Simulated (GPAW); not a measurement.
TiB2:

```
Ti B
1.0
     3.02920    0.00000    0.00000
    -1.51460    2.62336    0.00000
     0.00000    0.00000    3.22840
Ti B
1 2
Direct
  0.00000 0.00000 0.00000
  0.66667 0.33333 0.50000
  0.33333 0.66667 0.50000
```

Base run:

| Item | Value |
| --- | --- |
| Program | GPAW 26.7.0 |
| Functional | PBEsol |
| Potentials or basis | PAW data sets generated in the run's folder for this functional |
| Cutoff | 800 eV |
| Basis | pw |
| k mesh | 9 × 9 × 7 |
| Occupations | fermi-dirac, width 0.05 eV |
| Spin | no spin polarisation |

Its results: pressure -4.6 GPa.

Task: After a change of settings the same cell gave: pressure -5.5 GPa. Which change was it?
A. functional from PBEsol to revPBE; potentials or basis from PAW data sets generated in the run's folder for this functional to the program's PAW data sets (release 1.2.1) made for this functional
B. functional from PBEsol to AM05
C. functional from PBEsol to BLYP
D. functional from PBEsol to PW91

Result: B.
